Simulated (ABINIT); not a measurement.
**Si in ABINIT: the effect of functional**

Si:

```
Si
1.0
    -3.32544    3.32544    1.92239
     3.32544   -3.32544    1.92239
     3.32544    3.32544   -1.92239
Si
4
Direct
  0.82120 0.17880 0.00000
  0.17880 0.82120 0.00000
  0.82120 0.82120 0.64240
  0.17880 0.17880 0.35760
```

This isn't the form of Si at room conditions, which is diamond.

Alike in all runs:

```yaml
Program: ABINIT 10.8.3 (patched build)
Task: band structure
k_mesh: 8 × 8 × 8
Occupations: fermi-dirac, width 0.05 eV
Spin: no spin polarisation
```

```csv
functional,potentials or basis,cutoff,gap on the mesh (eV),pressure (GPa)
LDA,JTH PAW LDA v2.0,408 eV,0.16,-1.9
PBEsol,JTH PAW PBE v2.0,408 eV,0.17,-0.4
r2SCAN,JTH PAW PBE v2.0,490 eV,?,?
```

Q: What does the run with functional r2SCAN give?

A: gap on the mesh 0.45 eV; pressure -0.2 GPa.

Caveats: the PAW data sets were made with another functional, which shifts forces and pressure a little (some runs).

A k mesh can miss the band edges.
